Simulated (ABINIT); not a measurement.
MgO:

```xyz
2
Lattice="0.0000 2.0970 2.0970 2.0970 0.0000 2.0970 2.0970 2.0970 0.0000" Properties=species:S:1:pos:R:3 pbc="T T T"
Mg    0.0000    0.0000    0.0000
O     2.0970    2.0970    2.0970
```

The cell is a database's computed one.

Base run:

- Program: ABINIT 10.8.3 (patched build)
- Functional: r2SCAN
- Potentials or basis: PseudoDojo NC SR PBE v0.4.1 standard
- Cutoff: 1361 eV
- k mesh: 11 × 11 × 11
- Occupations: fermi-dirac, width 0.05 eV
- Spin: no spin polarisation

Its results: band gap on the k mesh 5.48 eV, direct.

Q: After a change of settings the same cell gave: band gap on the k mesh 7.07 eV, direct. Which change was it?
A. functional from r2SCAN to TB-mBJ; potentials or basis from PseudoDojo NC SR PBE v0.4.1 standard to JTH PAW LDA v2.0; cutoff from 1361 eV to 762 eV
B. potentials or basis from PseudoDojo NC SR PBE v0.4.1 standard to SG15 NC PBE v1.2
C. potentials or basis from PseudoDojo NC SR PBE v0.4.1 standard to JTH PAW PBE v2.0; cutoff from 1361 eV to 762 eV
D. potentials or basis from PseudoDojo NC SR PBE v0.4.1 standard to Ansatz PAW PBE default generated set, frozen core; cutoff from 1361 eV to 517 eV

A: A.

Caveats: a meta-GGA on potentials with a model core is unreliable (some runs); the constant c of TB-mBJ comes from the pseudo density here, which moves gaps by up to 0.3 eV between sets of potentials (some runs).
